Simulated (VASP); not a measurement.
# TaS2 (P-3m1) in VASP: a series of runs, part 2 of 2

VASP 6.6.1.

### 3 Relaxation of cell and atoms, PBE+D3(BJ)

This run uses another cell than the first one, of 18.50 Å³/atom, 0.975 times its volume.

INCAR

```
SYSTEM = TaS2
PREC = Accurate
ENCUT = 600
EDIFF = 1E-7
ISMEAR = 1
SIGMA = 0.1
LREAL = .False.
LASPH = .True.
NELM = 80
ALGO = Normal
ISIF = 3
LWAVE = .False.
LCHARG = .False.
GGA = PE
IVDW = 12
IBRION = 2
NSW = 90
EDIFFG = -0.005
```

KPOINTS

```
regular mesh
0
Gamma
  15 15 6
  0 0 0
```

POSCAR

```
TaS2                                    
1.0
    3.3266504670     -0.0000000000      0.0000000000
   -1.6633252335      2.8809638139     -0.0000000000
    0.0000000000      0.0000000000      5.7916446232
  Ta              S             
     1     2
Direct
     0.0000000000000000    0.0000000000000000    0.0000000000000000
     0.3333333332999970    0.6666666667000030    0.2670189165363123
     0.6666666667000030    0.3333333332999970    0.7329810834636876
```

Potentials or basis: VASP PAW PBE potentials, release 64 (Ta_pv, S).

Command:

```console
$ cat potpaw_PBE.64/Ta_pv/POTCAR potpaw_PBE.64/S/POTCAR > POTCAR
$ mpirun -np 1 vasp_std > vasp.out
```

OUTCAR:

```text
SYSTEM = TaS2
   PREC = Accurate
   ENCUT = 600
   EDIFF = 1E-7
   ISMEAR = 1
   LREAL = .False.
   LASPH = .True.
   NELM = 80
   ISIF = 3
   GGA = PE
   IVDW = 12
   IBRION = 2
   NSW = 90
   EDIFFG = -0.005
 IVDW          = 12

 ion  position               nearest neighbor table
   1  0.000  0.000  0.000-   2 2.47   3 2.47   2 2.47   3 2.47   3 2.47   2 2.47
   2  0.333  0.667  0.267-   1 2.47   1 2.47   1 2.47
   3  0.667  0.333  0.733-   1 2.47   1 2.47   1 2.47

  LATTYP: Found a hexagonal cell.
 ALAT       =     3.3266504670
 C/A-ratio  =     1.7409838156

  Lattice vectors:

 A1 = (   3.3266504670,   0.0000000000,   0.0000000000)
 A2 = (  -1.6633252335,   2.8809638139,   0.0000000000)
 A3 = (   0.0000000000,   0.0000000000,   5.7916446232)

Analysis of symmetry for initial positions (statically):
=====================================================================
 Subroutine PRICEL returns:
 Original cell was already a primitive cell.

 Routine SETGRP: Setting up the symmetry group for a
 hexagonal supercell.
[... 187 lines left out ...]
      7       2.1625      2.00000
      8       2.1625      2.00000
      9       4.8371      2.00000
     10       5.3667      2.00000
     11       5.3667      2.00000
     12       5.8957      1.84524
     13       6.1611     -0.01362
     14       6.1611     -0.01362
[... 401 lines left out ...]
      2     -29.4156      2.00000
      3     -29.2381      2.00000
      4      -7.0629      2.00000
      5      -6.8098      2.00000
      6      -0.4260      2.00000
      7       0.7388      2.00000
      8       1.6260      2.00000
      9       1.8717      2.00000
     10       2.1328      2.00000
     11       2.8498      2.00000
     12       6.6887     -0.00000
     13       8.3150      0.00000
     14       8.5203      0.00000
     15       9.8783      0.00000

 [... further k-points ...]

------------------------ aborting loop because EDIFF is reached ----------------------------------------

 Edisp (eV)   -1.27789

 E8    (eV) :    -0.5471

  FORCE on cell =-STRESS in cart. coord.  units (eV):
  Direction    XX          YY          ZZ          XY          YZ          ZX
  --------------------------------------------------------------------------------------
  -------------------------------------------------------------------------------------
  Total       0.00240     0.00240    -0.00759    -0.00000    -0.00000     0.00000
  in kB       0.06929     0.06929    -0.21901    -0.00000    -0.00000     0.00000
  external pressure =       -0.03 kB  Pullay stress =        0.00 kB

 VOLUME and BASIS-vectors are now :
 -----------------------------------------------------------------------------
  energy-cutoff  :      600.00
  volume of cell :       55.51
      direct lattice vectors                 reciprocal lattice vectors
     3.326650467  0.000000000  0.000000000     0.300602666  0.173553030  0.000000000
    -1.663325233  2.880963814  0.000000000     0.000000000  0.347106061  0.000000000
     0.000000000  0.000000000  5.791644623     0.000000000  0.000000000  0.172662528

 POSITION                                       TOTAL-FORCE (eV/Angst)
 -----------------------------------------------------------------------------------
      0.00000      0.00000      0.00000        -0.000000      0.000000      0.000000
     -0.00000      1.92064      1.54648         0.000000     -0.000000     -0.002971
      1.66333      0.96032      4.24517        -0.000000      0.000000      0.002971
 -----------------------------------------------------------------------------------
    total drift:                               -0.000000     -0.000000     -0.000000

  FREE ENERGIE OF THE ION-ELECTRON SYSTEM (eV)
  ---------------------------------------------------
  free  energy   TOTEN  =       -24.3551758806 eV

  energy  without entropy=      -24.3547005576  energy(sigma->0) =      -24.35501744

 reached required accuracy - stopping structural energy minimisation
```

CONTCAR:

```text
TaS2
   1.00000000000000
     3.3266504669999999    0.0000000000000000    0.0000000000000000
    -1.6633252334999999    2.8809638138999998    0.0000000000000000
     0.0000000000000000    0.0000000000000000    5.7916446231999998
  Ta              S
     1     2
Direct
     0.0000000000000000    0.0000000000000000    0.0000000000000000
     0.3333333332999970    0.6666666667000030    0.2670189165363155
     0.6666666667000030    0.3333333332999970    0.7329810834636845

  0.00000000E+00  0.00000000E+00  0.00000000E+00
  0.00000000E+00  0.00000000E+00  0.00000000E+00
  0.00000000E+00  0.00000000E+00  0.00000000E+00
```

Run time: 3.6 min. Hardware: 1 thread of AMD EPYC 7R43 (Zen 3), shared host; peak memory 0.26 GiB.

What came out:

| Quantity | Value |
| --- | --- |
| Free energy | -24.3552 eV |
| Pressure after relaxing | 0.0 GPa |
| Band gap on the k mesh | none (metal or under the smearing width) |
| Dispersion energy per atom | -0.426 eV |

Forces on the atoms (eV/Å):
```
Ta   0.000  0.000  0.000
S    0.000  0.000 -0.003
S    0.000  0.000  0.003
```

Final structure:
```xyz
3
Lattice="3.3267 0.0000 0.0000 -1.6633 2.8810 0.0000 0.0000 0.0000 5.7916" Properties=species:S:1:pos:R:3 pbc="T T T"
Ta    0.0000    0.0000    0.0000
S     0.0000    1.9206    1.5465
S     1.6633    0.9603    4.2452
```

Caveat: the relaxation stopped at its first step, so nothing moved; pairwise dispersion overbinds metals, which lowers pressure and volume. The run has no spin-orbit coupling, so splittings on Ta are missing.

### 4 Relaxation of cell and atoms, PBE

INCAR

```
PREC = Accurate ; ENCUT = 300
EDIFF = 1E-6 ; ISMEAR = 1
SIGMA = 0.1 ; LREAL = False
LASPH = True ; NELM = 80
ALGO = Normal ; ISIF = 3
LWAVE = False ; LCHARG = False
GGA = PE ; IBRION = 2
NSW = 90 ; EDIFFG = -0.01
```

KPOINTS

```
regular mesh
0
Gamma
  8 8 3
```

POSCAR

```
TaS2
1.0
    3.3500000000      0.0000000000      0.0000000000
   -1.6750000000      2.9011851027      0.0000000000
    0.0000000000      0.0000000000      5.8600000000
Ta S
1 2
Direct
    0.0000000000      0.0000000000      0.0000000000
    0.3333333333      0.6666666667      0.2500000000
    0.6666666667      0.3333333333      0.7500000000
```

Potentials or basis: VASP PAW PBE potentials, release 64 (Ta, S).

Command:

```console
$ cat potpaw_PBE.64/Ta/POTCAR potpaw_PBE.64/S/POTCAR > POTCAR
$ mpirun -np 1 vasp_std > vasp.out
```

It took 97 s on 1 thread of AMD EPYC 7R43 (Zen 3), shared host; peak memory 0.1 GiB.

It converged, with:

| Quantity | Value |
| --- | --- |
| Free energy | -23.1466 eV |
| Relaxed volume | 20.36 Å³/atom |
| Relaxed cell | a = 3.363 Å, b = 3.363 Å, c = 6.237 Å, α = 90.00°, β = 90.00°, γ = 120.00° |
| Space group after relaxing (to 0.05 Å) | P-3m1 (No. 164) |
| Energy gained by relaxing | 38.2 meV/atom |
| Ionic steps | 18 |
| Pressure after relaxing | 0.0 GPa |
| Band gap on the k mesh | none (metal or under the smearing width) |

Forces in eV/Å, atoms in the order of the input:
```
Ta   0.000  0.000  0.000
S    0.000  0.000  0.002
S    0.000  0.000 -0.002
```

The path:
| step | energy change (eV) | largest force (eV/Å) | pressure (GPa) | volume (Å³) |
| --- | --- | --- | --- | --- |
| 1 | 0.0000 | 1.2223 | 8.46 | 56.95 |
| 2 | 0.2352 | 1.7943 | -12.72 | 65.61 |
| 3 | -0.1003 | 0.0067 | -0.79 | 59.82 |
| 4 | -0.1005 | 0.0350 | -0.47 | 59.71 |
| 5 | -0.1089 | 0.0452 | -0.21 | 59.46 |
| 6 | -0.1103 | 0.0975 | -0.06 | 59.31 |
| 7 | -0.1108 | 0.0191 | 0.46 | 59.24 |
| 8 | -0.1108 | 0.0136 | 0.49 | 59.23 |
| 9 | -0.1112 | 0.0129 | 0.47 | 59.31 |
| 10 | -0.1121 | 0.0114 | 0.37 | 59.55 |
| 11 | -0.1135 | 0.0067 | 0.20 | 60.02 |
| 12 | -0.1145 | 0.0056 | -0.10 | 60.97 |
| 13 | -0.1145 | 0.0076 | -0.13 | 61.04 |
| 14 | -0.1147 | 0.0229 | 0.10 | 61.04 |
| 15 | -0.1147 | 0.0207 | 0.07 | 61.04 |
| 16 | -0.1147 | 0.0196 | 0.05 | 61.04 |
| 17 | -0.1147 | 0.0153 | -0.13 | 61.10 |
| 18 | -0.1147 | 0.0022 | -0.04 | 61.07 |

Final structure:
```
CELL_PARAMETERS angstrom
3.36256 0.00000 0.00000
-1.68128 2.91206 0.00000
0.00000 0.00000 6.23711
ATOMIC_POSITIONS crystal
Ta 0.00000 0.00000 0.00000
S 0.33333 0.66667 0.24668
S 0.66667 0.33333 0.75332
```

Levels at points of the mesh, in eV from the Fermi level:
```tsv
k point	band 6	band 7	band 8	band 9	band 10	band 11	band 12
(0.00, 0.00, 0.00)	-1.62	-0.66	-0.66	0.07	0.15	0.15	3.86
(0.50, 0.00, 0.00)	-3.77	-3.23	-2.00	-0.92	2.48	3.04	4.31
```

Caveat: the cutoff is under 1.25 times the usual one of these potentials, so pressure, stress and relaxed cells hold a basis-set (Pulay) error; this functional lacks dispersion, which binds the layers, so the pressure and a relaxed spacing across them are unreliable. Spin-orbit coupling is left out, which matters for the levels of Ta.

### 5 Relaxation of cell and atoms, PBE

This run uses another cell than the first one, of 20.36 Å³/atom, 1.072 times its volume.

INCAR

```
PREC = Accurate ; ENCUT = 300
EDIFF = 1E-7 ; ISMEAR = 1
SIGMA = 0.1 ; LREAL = False
LASPH = True ; NELM = 80
ALGO = Normal ; ISIF = 3
LWAVE = False ; LCHARG = False
GGA = PE ; IBRION = 2
NSW = 90 ; EDIFFG = -0.005
```

KPOINTS is that of step 4.

POSCAR

```
TaS2                                    
1.0
    3.3625590537     -0.0000000000     -0.0000000000
   -1.6812795268      2.9120615622     -0.0000000000
   -0.0000000000      0.0000000000      6.2371059069
  Ta              S             
     1     2
Direct
     0.0000000000000000    0.0000000000000000    0.0000000000000000
     0.3333333332999970    0.6666666667000030    0.2466799590663681
     0.6666666667000030    0.3333333332999970    0.7533200409336318
```

Command:

```console
$ cat potpaw_PBE.64/Ta/POTCAR potpaw_PBE.64/S/POTCAR > POTCAR
$ mpirun -np 1 vasp_std > vasp.out
```

Wall time 87 s (1 thread of AMD EPYC 7R43 (Zen 3), shared host); peak memory 0.11 GiB.

Results (log left out):

```yaml
Free_energy: -23.1613 eV
Relaxed_volume: 20.60 Å³/atom
Relaxed_cell: a = 3.362 Å, b = 3.362 Å, c = 6.311 Å, α = 90.00°, β = 90.00°, γ = 120.00°
Space_group_after_relaxing_to_0.05_Å: P-3m1 (No. 164)
Energy_gained_by_relaxing: 0.2 meV/atom
Ionic_steps: 13
Pressure_after_relaxing: 0.0 GPa
Band_gap_on_the_k_mesh: none (metal or under the smearing width)
```

The path:
```
step  energy change (eV)  largest force (eV/Å)  pressure (GPa)  volume (Å³)
   1              0.0000                0.0053            0.11        61.07
   2              0.0000                0.0434           -0.17        61.20
   3             -0.0001                0.0234           -0.06        61.15
   4             -0.0001                0.0210            0.02        61.14
   5             -0.0001                0.0191            0.08        61.14
   6             -0.0002                0.0219            0.04        61.22
   7             -0.0004                0.0290           -0.08        61.46
   8             -0.0004                0.0422           -0.30        61.93
   9             -0.0004                0.0349           -0.19        61.68
  10             -0.0005                0.0298           -0.16        61.70
  11             -0.0005                0.0140           -0.08        61.75
  12             -0.0005                0.0175            0.09        61.84
  13             -0.0005                0.0005           -0.01        61.79
```

Final structure:
```
Ta S
1.0
     3.36226    0.00000    0.00000
    -1.68113    2.91181    0.00000
     0.00000    0.00000    6.31112
Ta S
1 2
Direct
  0.00000 0.00000 0.00000
  0.33333 0.66667 0.24395
  0.66667 0.33333 0.75605
```

Levels at points of the mesh, in eV from the Fermi level:
```csv
k point,band 5,band 6,band 7,band 8,band 9,band 10,band 11,band 12
"(0.00, 0.00, 0.00)",-3.76,-1.69,-0.65,-0.65,0.08,0.16,0.16,3.88
"(0.50, 0.00, 0.00)",-4.31,-3.76,-3.18,-1.97,-0.93,2.49,3.05,4.33
```

Caveat: the cutoff is under 1.25 times the usual one of these potentials, so pressure, stress and relaxed cells hold a basis-set (Pulay) error; this functional lacks dispersion, which binds the layers, so the pressure and a relaxed spacing across them are unreliable. PBE usually gives volumes a little too large and moduli too small.

### 6 Relaxation of cell and atoms, PBE

INCAR

```
SYSTEM = TaS2
PREC     = Accurate       ! precision mode
ENCUT    = 600            ! plane-wave cutoff, eV
EDIFF    = 1E-6           ! SCF threshold, eV
ISMEAR   = 1              ! smearing method
SIGMA    = 0.1            ! smearing width, eV
LREAL    = .False.        ! projectors in reciprocal space
LASPH    = .True.         ! aspherical terms in the spheres
NELM     = 80             ! most SCF steps
ALGO     = Normal         ! electronic algorithm
ISIF     = 3              ! what is computed and relaxed
LWAVE    = .False.        ! write WAVECAR
LCHARG   = .False.        ! write CHGCAR
GGA      = PE             ! functional
IBRION   = 2              ! ionic algorithm
NSW      = 90             ! ionic steps
EDIFFG   = -0.01          ! ionic threshold
```

KPOINTS

```
regular mesh
0
Gamma
  15 15 6
  0 0 0
```

POSCAR

```
TaS2
1.0
    3.3500000000      0.0000000000      0.0000000000
   -1.6750000000      2.9011851027      0.0000000000
    0.0000000000      0.0000000000      5.8600000000
Ta S
1 2
Direct
    0.0000000000      0.0000000000      0.0000000000
    0.3333333333      0.6666666667      0.2500000000
    0.6666666667      0.3333333333      0.7500000000
```

Potentials or basis: VASP PAW PBE potentials, release 64 (Ta_pv, S).

Command:

```console
$ cat potpaw_PBE.64/Ta_pv/POTCAR potpaw_PBE.64/S/POTCAR > POTCAR
$ mpirun -np 1 vasp_std > vasp.out
```

Run time: 14 min. Hardware: 1 thread of Intel Xeon 6975P-C (Granite Rapids), shared host; peak memory 0.33 GiB.

The run converged. Its results:

```
Free energy                            : -23.1621 eV
Relaxed volume                         : 21.96 Å³/atom
Relaxed cell                           : a = 3.377 Å, b = 3.377 Å, c = 6.668 Å, α = 90.00°, β = 90.00°, γ = 120.00°
Space group after relaxing (to 0.05 Å) : P-3m1 (No. 164)
Energy gained by relaxing              : 48.0 meV/atom
Ionic steps                            : 34
Pressure after relaxing                : 0.0 GPa
Band gap on the k mesh                 : none (metal or under the smearing width)
```

Forces in eV/Å, atoms in the order of the input:
```
Ta   0.000  0.000  0.000
S    0.000  0.000 -0.002
S    0.000  0.000  0.002
```

Stress tensor (GPa, compression positive):
```
-0.07  0.00  0.00
 0.00 -0.07  0.00
 0.00  0.00  0.07
```

The path:
| step | energy change (eV) | largest force (eV/Å) | pressure (GPa) | volume (Å³) |
| --- | --- | --- | --- | --- |
| 1 | 0.0000 | 1.2457 | 9.14 | 56.95 |
| 2 | 0.2432 | 1.9097 | -12.48 | 66.34 |
| 3 | -0.1149 | 0.0902 | -0.58 | 60.12 |
| 4 | -0.1152 | 0.0447 | -0.26 | 59.99 |
| 5 | -0.1151 | 0.0220 | -0.12 | 59.93 |
| 6 | -0.1216 | 0.0826 | 0.12 | 59.83 |
| 7 | -0.1234 | 0.1406 | 0.34 | 59.73 |
| 8 | -0.1260 | 0.1461 | 0.18 | 60.08 |
| 9 | -0.1320 | 0.1609 | -0.25 | 61.11 |
| 10 | -0.1383 | 0.1803 | -0.92 | 63.19 |
| 11 | -0.1400 | 0.1118 | -0.49 | 63.21 |
| 12 | -0.1413 | 0.0022 | 0.21 | 63.25 |
| 13 | -0.1413 | 0.0178 | 0.30 | 63.25 |
| 14 | -0.1415 | 0.0225 | 0.33 | 63.36 |
| 15 | -0.1420 | 0.0334 | 0.35 | 63.67 |
| 16 | -0.1428 | 0.0602 | 0.44 | 64.29 |
| 17 | -0.1432 | 0.0471 | -0.26 | 64.84 |
| 18 | -0.1433 | 0.0192 | -0.09 | 64.70 |
| 19 | -0.1433 | 0.0172 | -0.09 | 64.69 |
| 20 | -0.1431 | 0.0215 | 0.18 | 64.49 |
| 21 | -0.1433 | 0.0160 | -0.06 | 64.68 |
| 22 | -0.1433 | 0.0031 | 0.04 | 64.64 |
| 23 | -0.1433 | 0.0008 | 0.06 | 64.63 |
| 24 | -0.1433 | 0.0060 | 0.06 | 64.64 |
| 25 | -0.1433 | 0.0195 | 0.04 | 64.69 |
| 26 | -0.1434 | 0.0210 | 0.03 | 64.72 |
| 27 | -0.1434 | 0.0245 | -0.01 | 64.82 |
| 28 | -0.1435 | 0.0334 | -0.10 | 65.03 |
| 29 | -0.1436 | 0.0488 | -0.26 | 65.44 |
| 30 | -0.1436 | 0.0472 | -0.24 | 65.45 |
| 31 | -0.1436 | 0.0443 | -0.24 | 65.48 |
| 32 | -0.1437 | 0.0382 | -0.21 | 65.54 |
| 33 | -0.1438 | 0.0259 | -0.15 | 65.65 |
| 34 | -0.1439 | 0.0023 | -0.02 | 65.87 |

Final structure:
```
Ta S
1.0
     3.37737    0.00000    0.00000
    -1.68869    2.92489    0.00000
     0.00000    0.00000    6.66849
Ta S
1 2
Direct
  0.00000 0.00000 0.00000
  0.33333 0.66667 0.23013
  0.66667 0.33333 0.76987
```

Levels at points of the mesh, in eV from the Fermi level:
```tsv
k point	band 9	band 10	band 11	band 12	band 13	band 14
(0.00, 0.00, 0.00)	-2.01	-0.75	-0.75	0.12	0.12	0.14
(0.00, 0.00, 0.50)	-3.11	-0.78	-0.78	0.12	0.12	0.76
```

Caveat: the volume moved by over 15 % at a fixed basis, so the end points are rough; this functional lacks dispersion, which binds the layers, so the pressure and a relaxed spacing across them are unreliable, and here the layers came unbound; the volume moved by +16 % from the deposited cell, more than functionals usually miss. Spin-orbit coupling is left out, which matters for the levels of Ta.

### 7 Overview

```tsv
level	potentials or basis	k mesh	cutoff (eV)	gap on the mesh (eV)	pressure (GPa)	relaxed volume (Å³/atom)
PBE+D3(BJ)	VASP PAW PBE potentials, release 64 (Ta_pv, S)	15 × 15 × 6	600	none	0.0	-
PBE	VASP PAW PBE potentials, release 64 (Ta, S)	8 × 8 × 3	300	none	0.0	20.60
PBE	VASP PAW PBE potentials, release 64 (Ta_pv, S)	15 × 15 × 6	600	none	0.0	21.96
```

Alike in all rows: task relaxation of cell and atoms; no spin polarisation; cell relaxed; smearing methfessel-paxton 0.1 eV.

Caveats: the relaxation stopped at its first step, so nothing moved (some runs); pairwise dispersion overbinds metals, which lowers pressure and volume (some runs); the cutoff is under 1.25 times the usual one of these potentials, so pressure, stress and relaxed cells hold a basis-set (Pulay) error (some runs); this functional lacks dispersion, which binds the layers, so the pressure and a relaxed spacing across them are unreliable (some runs); the volume moved by over 15 % at a fixed basis, so the end points are rough (some runs); this functional lacks dispersion, which binds the layers, so the pressure and a relaxed spacing across them are unreliable, and here the layers came unbound (some runs); the volume moved by +16 % from the deposited cell, more than functionals usually miss (some runs).

Total energies depend on the potentials used, so only differences within one code and one set of settings carry meaning.
